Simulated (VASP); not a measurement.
## MgO in VASP 6.6.1, single-point calculation

INCAR

```
ENCUT = 400
ISMEAR = -1
LREAL = .TRUE.
LASPH = .TRUE.
LWAVE = .FALSE.
IBRION = -1
NELM = 99
EDIFF = 1E-7
ISIF = 2
SIGMA = 0.02
LCHARG = .FALSE.
NBANDS = 16
NSW = 0
GGA = PE
PREC = Accurate
```

KPOINTS

```
KPOINTS created by Atomic Simulation Environment
0
Gamma
12 12 6
0 0 0
```

POSCAR

```
Mg O
 1.0000000000000000
     3.4840796175216102   -0.0000000000288676    0.0000000000000000
    -1.7420398087358051    3.0173014575957189    0.0000000000000000
     0.0000000000000000    0.0000000000000000    4.0840324655000000
 Mg  O
   2   2
Cartesian
  1.7420398087691389  1.0057671525126612  3.0630243491250000
  0.0000000000166668  2.0115343050541901  1.0210081163750000
  1.7420398087691389  1.0057671525126612  1.0210081163750000
  0.0000000000166668  2.0115343050541901  3.0630243491250000
```

The recommended PBE PAW datasets give the neutral cell 16 valence electrons.

Command

```
mpirun -np 1 vasp_std
```

**Question.** Predict the outcome of this run.

**Answer.** It converged. Results: gap between bands v and c on the k mesh 3.58 eV; least direct gap on the k mesh 3.58 eV; pressure -10.4 GPa. Band v is the last that the valence electrons fill when counted band by band, and c is the next.

OSZICAR

```
N       E                     dE             d eps       ncg     rms          rms(c)
DAV:   1     0.455565904202E+02    0.45557E+02   -0.66506E+03  2488   0.725E+02
DAV:   2    -0.246799502472E+02   -0.70237E+02   -0.65075E+02  3432   0.178E+02
DAV:   3    -0.274544439612E+02   -0.27745E+01   -0.27703E+01  2696   0.361E+01
DAV:   4    -0.274641991310E+02   -0.97552E-02   -0.97550E-02  3016   0.249E+00
DAV:   5    -0.274642457885E+02   -0.46658E-04   -0.46657E-04  2720   0.166E-01    0.111E+01
DAV:   6    -0.235363538644E+02    0.39279E+01   -0.97535E+00  2576   0.240E+01    0.344E+00
DAV:   7    -0.234911627502E+02    0.45191E-01   -0.14093E-01  2512   0.292E+00    0.213E+00
DAV:   8    -0.234725135769E+02    0.18649E-01   -0.84106E-02  2664   0.303E+00    0.488E-01
DAV:   9    -0.234701633038E+02    0.23503E-02   -0.74196E-03  3000   0.744E-01    0.110E-01
DAV:  10    -0.234709489546E+02   -0.78565E-03   -0.78256E-04  2456   0.214E-01    0.367E-02
DAV:  11    -0.234709632598E+02   -0.14305E-04   -0.30857E-05  2656   0.473E-02    0.162E-02
DAV:  12    -0.234709640385E+02   -0.77873E-06   -0.53084E-06  2480   0.156E-02    0.733E-03
DAV:  13    -0.234709630782E+02    0.96031E-06   -0.30304E-06  2960   0.134E-02    0.758E-04
DAV:  14    -0.234709630258E+02    0.52445E-07   -0.48479E-08  1352   0.183E-03
   1 F= -.23470963E+02 E0= -.23470963E+02  d E =-.722781E-11
```

These settings aren't sound, so the numbers aren't properties of the crystal.

On sound settings PBE gives a gap of 3.59 eV on its mesh and a pressure of 8.0 GPa for the intended cell.
